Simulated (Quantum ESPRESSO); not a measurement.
The system is LiCl.

```
Cl Li
1.0
     0.00000    2.56477    2.56477
     2.56477    0.00000    2.56477
     2.56477    2.56477    0.00000
Cl Li
1 1
Direct
  0.50000 0.50000 0.50000
  0.00000 0.00000 0.00000
```

```yaml
Program: Quantum ESPRESSO 7.5
Task: phonons
Functional: revPBE
Potentials_or_basis: GBRV 1.5 PBE
Cutoff: 612 eV
Density_cutoff: 4898 eV
k_mesh: 4 × 4 × 4, shifted
Occupations: fermi-dirac, width 0.05 eV
Spin: no spin polarisation
Mixing_beta: 0.5
Most_SCF_iterations: 120
SCF_threshold: 4e-10 Ry
```

The first run showed a gap, so the response started from a second, tighter run with fixed occupations.

At U the frequencies are 130 171 184 197 219 258 cm⁻¹, at a pressure of 2.0 GPa.

**Question.** How do the modes respond when the cell is scaled evenly, at fixed shape?

**Answer.** The highest mode has a Grüneisen parameter of 1.87 and moves by +13.4 cm⁻¹ per GPa. None of the listed modes softens on compression. The pressures give a bulk modulus of about 36 GPa.

Frequencies at 99 % and 101 % of the volume (pressures 2.4 and 1.7 GPa), ions relaxed:
```
mode  99 % (cm⁻¹)  101 % (cm⁻¹)  Grüneisen parameter
   1        131.5         128.3                 1.23
   2        173.0         168.7                 1.23
   3        185.0         182.6                 0.65
   4        203.1         190.7                 3.17
   5        226.1         213.0                 2.98
   6        263.1         253.5                 1.87
```

Modes are matched by their order; those that don't vary smoothly over the three volumes are left out.

Caveat: the k mesh is coarse; the potentials were made for another functional, which shifts forces and pressure.
